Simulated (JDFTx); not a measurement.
# Au (Fm-3m) in JDFTx: further runs

Runs on Au. Level: LDA. Tasks: equation of state.

All numbers are computed with JDFTx 1.7.0 (patched build); they aren't measurements. Logs are shortened: lines on timing, memory, paths and dates and some standing lists are left out, and cuts for length are marked. The log counts tension as positive stress, the text compression.

**What was measured.**

From “Exploring toroidal anvil profiles for larger sample volumes above 4 Mbar”, 2024, pmc:11102561, for a bulk crystal of Au: bulk modulus 167 GPa.

The results are compared with them further down.

**1. The crystal as given**

The structure is cubic, space group Fm-3m (No. 225). Conventional cell: a = 4.070 Å, b = 4.070 Å, c = 4.070 Å, α = 90.00°, β = 90.00°, γ = 90.00°. Au (site symmetry m-3m) has 12 Au at 2.88 Å as nearest neighbours.

**2. Equation of state, LDA, 15.84 Å³/atom (volume scaled by 0.94)**

Contents of Au.in:

```
lattice Face-Centered Cubic 7.5341783060
coords-type Lattice
ion Au     0.0000000000     0.0000000000     0.0000000000 1

ion-species pseudo/Au.upf
elec-cutoff 32
elec-ex-corr lda-PW
kpoint-folding 11 11 11
elec-smearing Fermi 0.0018374661
elec-n-bands 15
electronic-SCF nIterations 100 energyDiffThreshold 1e-09
electronic-minimize nIterations 30 energyDiffThreshold 1e-7
forces-output-coords Cartesian

dump-name run.$VAR
dump End Ecomponents EigStats BandEigs Kpoints Forces Stress
```

Potentials or basis: PseudoDojo-SR-LDA-0.4.1-standard with smoothed tails.

Launch:

```
> jdftx -c 1 -i Au.in -o Au.out
```

What it wrote:

```text
*************** JDFTx 1.7.0 (patched build) ***************

[... 9 lines left out ...]
---------- Initializing the Grid ----------
R =
[            0      3.76709      3.76709  ]
[      3.76709            0      3.76709  ]
[      3.76709      3.76709            0  ]
unit cell volume = 106.917
G =
[  -0.833958   0.833958   0.833958  ]
[   0.833958  -0.833958   0.833958  ]
[   0.833958   0.833958  -0.833958  ]
Minimum fftbox size, Smin = [  28  28  28  ]
Chosen fftbox size, S = [  28  28  28  ]

---------- Exchange Correlation functional ----------
Initalized Slater LDA exchange.
Initalized Perdew-Wang LDA correlation.

---------- Setting up pseudopotentials ----------
Width of ionic core gaussian charges (only for fluid interactions / plotting) set to 0

Reading pseudopotential file 'pseudo/Au.upf':
  'Au' pseudopotential, 'SLA  PW   NOGX NOGC' functional
  Generated using ONCVPSP code by D. R. Hamann
  19 valence electrons, 4 orbitals, 7 projectors, 1001 radial grid points, with lMax = 3
    5S    l: 0   occupation:  2.0   eigenvalue: -3.997499
    5P    l: 1   occupation:  6.0   eigenvalue: -2.207187
    5D    l: 2   occupation: 10.0   eigenvalue: -0.261501
    6S    l: 0   occupation:  1.0   eigenvalue: -0.223540
  Core radius for overlap checks: 1.57 bohrs.

Initialized 1 species with 1 total atoms.

Folded 1 k-points by 11x11x11 to 1331 k-points.

---------- Setting up k-points, bands, fillings ----------
Reduced to 56 k-points under symmetry.
Computing the number of bands and number of electrons
Calculating initial fillings.
nElectrons:  19.000000   nBands: 15   nStates: 56

----- Setting up reduced wavefunction bases (one per k-point) -----
average nbasis = 924.415 , ideal nbasis = 924.414

---------- Setting up ewald sum ----------
Optimum gaussian width for ewald sums = 1.920473 bohr.
Real space sum over 2197 unit cells with max indices [  6  6  6  ]
Reciprocal space sum over 2197 terms with max indices [  6  6  6  ]

---------- Allocating electronic variables ----------
Initializing wave functions:  linear combination of atomic orbitals
Note: number of bands (15) exceeds available atomic orbitals (10)
Au pseudo-atom occupations:   s ( 2 1 )  p ( 6 )  d ( 10 )
	FillingsUpdate:  mu: +0.813615285  nElectrons: 19.000000
LCAOMinimize: Iter:   0  F: -138.1643395669048857  |grad|_K:  1.797e-03  alpha:  1.000e+00
	FillingsUpdate:  mu: +0.826678104  nElectrons: 19.000000
LCAOMinimize: Iter:   1  F: -138.1744889217743832  |grad|_K:  4.601e-05  alpha:  5.343e-01  linmin:  4.418e-01  cgtest: -8.844e-01
	FillingsUpdate:  mu: +0.826674600  nElectrons: 19.000000
[... 8 lines of inner loops ...]
	FillingsUpdate:  mu: +0.826345443  nElectrons: 19.000000
LCAOMinimize: Iter:   5  F: -138.1744972710090451  |grad|_K:  3.310e-09  alpha:  1.196e-01  linmin: -3.686e-01  cgtest:  9.991e-01
LCAOMinimize: Encountered beta<0, resetting CG.
LCAOMinimize: Converged (|Delta F|<1.000000e-06 for 2 iters).

-------- Electronic minimization -----------
Will mix electronic density at each iteration.
	FillingsUpdate:  mu: +0.826345443  nElectrons: 19.000000
	FillingsUpdate:  mu: +0.820001786  nElectrons: 19.000000
SCF: Cycle:  0   F: -138.188081587896420   dF: -1.358e-02   |Residual|: 2.028e-02   |deigs|: 5.009e-01
	FillingsUpdate:  mu: +0.821727097  nElectrons: 19.000000
SCF: Cycle:  1   F: -138.188377769856942   dF: -2.962e-04   |Residual|: 6.767e-03   |deigs|: 7.363e-03
	FillingsUpdate:  mu: +0.821945608  nElectrons: 19.000000
SCF: Cycle:  2   F: -138.188384814828794   dF: -7.045e-06   |Residual|: 2.323e-03   |deigs|: 8.059e-04
	FillingsUpdate:  mu: +0.821801725  nElectrons: 19.000000
SCF: Cycle:  3   F: -138.188385765691578   dF: -9.509e-07   |Residual|: 4.662e-04   |deigs|: 3.558e-04
	FillingsUpdate:  mu: +0.821877483  nElectrons: 19.000000
SCF: Cycle:  4   F: -138.188385896143757   dF: -1.305e-07   |Residual|: 2.925e-04   |deigs|: 2.107e-04
	FillingsUpdate:  mu: +0.821852330  nElectrons: 19.000000
SCF: Cycle:  5   F: -138.188385973029426   dF: -7.689e-08   |Residual|: 4.060e-05   |deigs|: 1.307e-04
	FillingsUpdate:  mu: +0.821851949  nElectrons: 19.000000
SCF: Cycle:  6   F: -138.188385978289887   dF: -5.260e-09   |Residual|: 1.374e-05   |deigs|: 6.192e-05
	FillingsUpdate:  mu: +0.821852370  nElectrons: 19.000000
SCF: Cycle:  7   F: -138.188385979528817   dF: -1.239e-09   |Residual|: 1.364e-05   |deigs|: 3.897e-05
	FillingsUpdate:  mu: +0.821850954  nElectrons: 19.000000
SCF: Cycle:  8   F: -138.188385980100691   dF: -5.719e-10   |Residual|: 4.631e-06   |deigs|: 1.096e-04
	FillingsUpdate:  mu: +0.821850398  nElectrons: 19.000000
SCF: Cycle:  9   F: -138.188385980121325   dF: -2.063e-11   |Residual|: 1.276e-05   |deigs|: 4.601e-05
SCF: Converged (|Delta E|<1.000000e-09 for 2 iters).

Setting wave functions to eigenvectors of Hamiltonian

# Stress tensor in Cartesian coordinates [Eh/a0^3]:
[ -0.000262178            0            0  ]
[            0 -0.000262178            0  ]
[            0            0 -0.000262178  ]

# Ionic positions in lattice coordinates:
ion Au   0.000000000000000   0.000000000000000   0.000000000000000 1

# Forces in Cartesian coordinates:
force Au   0.000000000000000  -0.000000000000000  -0.000000000000000 1

# Energy components:
   Eewald =     -109.8417864252682676
       EH =       24.6210564423219260
     Eloc =      -81.9971075501160698
      Enl =        2.2626837160734179
      Exc =      -25.1777881880486447
 Exc_core =        9.3650703521540475
       KE =       42.5795687741430697
-------------------------------------
     Etot =     -138.1883028787405294
       TS =        0.0000831013807989
-------------------------------------
        F =     -138.1883859801213248

IonicMinimize: Iter:   0  F: -138.188385980121325  |grad|_K:  0.000e+00
IonicMinimize: Converged (|grad|_K<1.000000e-04).

#--- Lowdin population analysis ---
# oxidation-state Au +0.166

Dumping 'run.eigStats' ...
	eMin: -3.072066 at state 0 ( [ +0.000000 +0.000000 +0.000000 ] spin 0 )
	HOMO: +0.818869 at state 26 ( [ +0.000000 +0.272727 +0.454545 ] spin 0 )
	mu  : +0.821850
	LUMO: +0.824153 at state 11 ( [ +0.000000 +0.090909 -0.454545 ] spin 0 )
	eMax: +1.789659 at state 6 ( [ +0.000000 +0.090909 +0.090909 ] spin 0 )
	HOMO-LUMO gap: +0.005285
	Optical gap  : +0.066521 at state 34 ( [ +0.000000 +0.454545 +0.454545 ] spin 0 )
Done!
[note: the HOMO, LUMO and gaps printed at the end count levels as full or empty at half filling, so they show a gap where a level is partly filled]
```

Wall time 13 s (1 thread of Intel Xeon 6975P-C (Granite Rapids), shared host); peak memory 0.07 GiB.

Results:

```
Free energy            : -3760.2975 eV
Band gap on the k mesh : none (metal or under the smearing width)
```

Caveat: the cutoff is too short for stress, so the log's stress isn't used.

**3. Equation of state, LDA, 16.18 Å³/atom (volume scaled by 0.96)**

Au.in: that of step 2 with these lines changed.

```diff
@@ -1,2 +1,2 @@
-lattice Face-Centered Cubic 7.5341783060
+lattice Face-Centered Cubic 7.5872376479
 coords-type Lattice
@@ -15,2 +15,2 @@
 dump-name run.$VAR
-dump End Ecomponents EigStats BandEigs Kpoints Forces Stress
+dump End Ecomponents EigStats BandEigs Kpoints Forces Stress ElecDensity Dtot KEdensity
```

Potentials or basis: PseudoDojo-SR-LDA-0.4.1-standard with smoothed tails.

Launch:

```
> jdftx -c 1 -i Au.in -o Au.out
```

Wall time 16 s (1 thread of Intel Xeon 6975P-C (Granite Rapids), shared host); peak memory 0.06 GiB.

The run converged. Its results:

```yaml
Free_energy: -3760.3123 eV
Band_gap_on_the_k_mesh: none (metal or under the smearing width)
```

Caveat: the cutoff is too short for stress, so the log's stress isn't used.

**4. Equation of state, LDA, 16.52 Å³/atom (volume scaled by 0.98)**

Au.in: that of step 3 with these lines changed.

```diff
@@ -1,2 +1,2 @@
-lattice Face-Centered Cubic 7.5872376479
+lattice Face-Centered Cubic 7.6395650786
 coords-type Lattice
```

Launch:

```
> jdftx -c 1 -i Au.in -o Au.out
```

Wall time 14 s (1 thread of Intel Xeon 6975P-C (Granite Rapids), shared host); peak memory 0.07 GiB.

The run converged. Its results:

| Property | Result |
| --- | --- |
| Free energy | -3760.3173 eV |
| Band gap on the k mesh | none (metal or under the smearing width) |

Caveat: the cutoff is too short for stress, so the log's stress isn't used.

**5. Equation of state, LDA, 16.85 Å³/atom**

Au.in: that of step 4 with these lines changed.

```diff
@@ -1,2 +1,2 @@
-lattice Face-Centered Cubic 7.6395650786
+lattice Face-Centered Cubic 7.6911853272
 coords-type Lattice
```

Launch:

```
> jdftx -c 1 -i Au.in -o Au.out
```

Wall time 13 s (1 thread of Intel Xeon 6975P-C (Granite Rapids), shared host); peak memory 0.07 GiB.

It converged, with:

- Free energy: -3760.3138 eV
- Band gap on the k mesh: none (metal or under the smearing width)

Caveat: the cutoff is too short for stress, so the log's stress isn't used.

**6. Equation of state, LDA, 17.19 Å³/atom (volume scaled by 1.02)**

Au.in: that of step 5 with these lines changed.

```diff
@@ -1,2 +1,2 @@
-lattice Face-Centered Cubic 7.6911853272
+lattice Face-Centered Cubic 7.7421218140
 coords-type Lattice
```

Potentials or basis: PseudoDojo-SR-LDA-0.4.1-standard with smoothed tails.

Launch:

```
> jdftx -c 1 -i Au.in -o Au.out
```

Wall time 15 s (1 thread of Intel Xeon 6975P-C (Granite Rapids), shared host); peak memory 0.07 GiB.

The run converged. Its results:

```yaml
Free_energy: -3760.3030 eV
Band_gap_on_the_k_mesh: none (metal or under the smearing width)
```

Caveat: the cutoff is too short for stress, so the log's stress isn't used.

**7. Equation of state, LDA, 17.53 Å³/atom (volume scaled by 1.04)**

Au.in: that of step 6 with these lines changed.

```diff
@@ -1,2 +1,2 @@
-lattice Face-Centered Cubic 7.7421218140
+lattice Face-Centered Cubic 7.7923967409
 coords-type Lattice
```

Launch:

```
> jdftx -c 1 -i Au.in -o Au.out
```

It took 14 s on 1 thread of Intel Xeon 6975P-C (Granite Rapids), shared host; peak memory 0.07 GiB.

It converged, with:

| Property | Result |
| --- | --- |
| Free energy | -3760.2855 eV |
| Band gap on the k mesh | none (metal or under the smearing width) |

Caveat: the cutoff is too short for stress, so the log's stress isn't used.

**8. Equation of state, LDA, 17.87 Å³/atom (volume scaled by 1.06)**

Au.in: that of step 7 with these lines changed.

```diff
@@ -1,2 +1,2 @@
-lattice Face-Centered Cubic 7.7923967409
+lattice Face-Centered Cubic 7.8420311792
 coords-type Lattice
```

Launch:

```
> jdftx -c 1 -i Au.in -o Au.out
```

Run time: 12 s. Hardware: 1 thread of Intel Xeon 6975P-C (Granite Rapids), shared host; peak memory 0.07 GiB.

It converged, with:

```yaml
Free_energy: -3760.2627 eV
Band_gap_on_the_k_mesh: none (metal or under the smearing width)
```

Caveat: the cutoff is too short for stress, so the log's stress isn't used.

**9. Equation of state, LDA**

Potentials or basis: PseudoDojo-SR-LDA-0.4.1-standard with smoothed tails.

This step only gathers the single runs of the series.

What came out:

```yaml
Equilibrium_volume: 16.54 Å³/atom
Bulk_modulus: 196 GPa
Pressure_derivative_of_the_bulk_modulus: 5.7
```

Energy against volume, from the lowest point:
| volume (Å³/atom) | energy (meV/atom) |
| --- | --- |
| 15.843 | 19.73 |
| 16.181 | 5.01 |
| 16.518 | 0.00 |
| 16.855 | 3.47 |
| 17.192 | 14.29 |
| 17.529 | 31.78 |
| 17.866 | 54.61 |

The run has no spin-orbit coupling, so splittings on Au are missing. LDA usually gives volumes a few per cent too small.

**10. The reference run**

An earlier run on the cell as given: functional PBEsol; potentials or basis PseudoDojo-SR-PBEsol-0.4.1-standard with smoothed tails; cutoff 1034 eV; density cutoff 4136 eV; k mesh 11 × 11 × 11; occupations fermi-dirac, width 0.05 eV; no spin polarisation.

- Pressure: 1.2 GPa
- Band gap on the k mesh: none (metal or under the smearing width)

**11. How close it comes**

Step 9. Measured bulk modulus of Au: 167 GPa (quoted in “Exploring toroidal anvil profiles for larger sample volumes above 4 Mbar”, 2024, pmc:11102561). This calculation gives 196 GPa (+17.3 %). The fit is for a static lattice scaled at fixed shape and fixed fractional positions.
